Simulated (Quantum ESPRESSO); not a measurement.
CoO: zone-centre phonons under several settings

```
Co O
1.0
    -1.50800    1.50800    2.10725
     1.50800   -1.50800    2.10725
     1.50800    1.50800   -2.10725
Co O
1 1
Direct
  0.00000 0.00000 0.00000
  0.50000 0.50000 0.00000
```

All runs used Quantum ESPRESSO 7.5; k mesh 8 × 8 × 8, shifted; relaxed cell; collinear spin, ferromagnetic start; cutoff 762 eV; occupations fermi-dirac, width 0.05 eV.

```tsv
level	potentials	volume (Å³/atom)	pressure (GPa)	lowest optical mode without the field (cm⁻¹)	highest optical mode without the field (cm⁻¹)
LDA	GBRV 1.5 LDA	8.52	-0.2	233	255
PBE	GBRV 1.5 PBE	?	0.0	?	?
PBEsol	GBRV 1.5 PBEsol	9.14	-0.1	62	155
WC	GBRV 1.5 PBE	9.19	-0.1	55	161
RPBE	GBRV 1.5 PBE	9.90	0.1	96	105
```

Q: What stands in the row left open?

A: Volume 9.60 Å³/atom; lowest optical mode without the field 85 cm⁻¹; highest optical mode without the field 120 cm⁻¹.

Caveats: all runs use coarse meshes; the mesh is thin for the phonons of a metal; the cell relaxed to another space group than the one typed; a cell with one magnetic atom can't hold antiferromagnetic order, which such compounds often take; the potentials were made for another functional, which shifts forces and pressure (some runs).

For the row left open. Caveat: the k mesh is coarse (spacing up to 0.37 Å⁻¹), so the values aren't converged; the mesh is thin for the phonons of a metal; the cell relaxed to another space group than the one typed; a cell with one magnetic atom can't hold antiferromagnetic order, which such compounds often take.
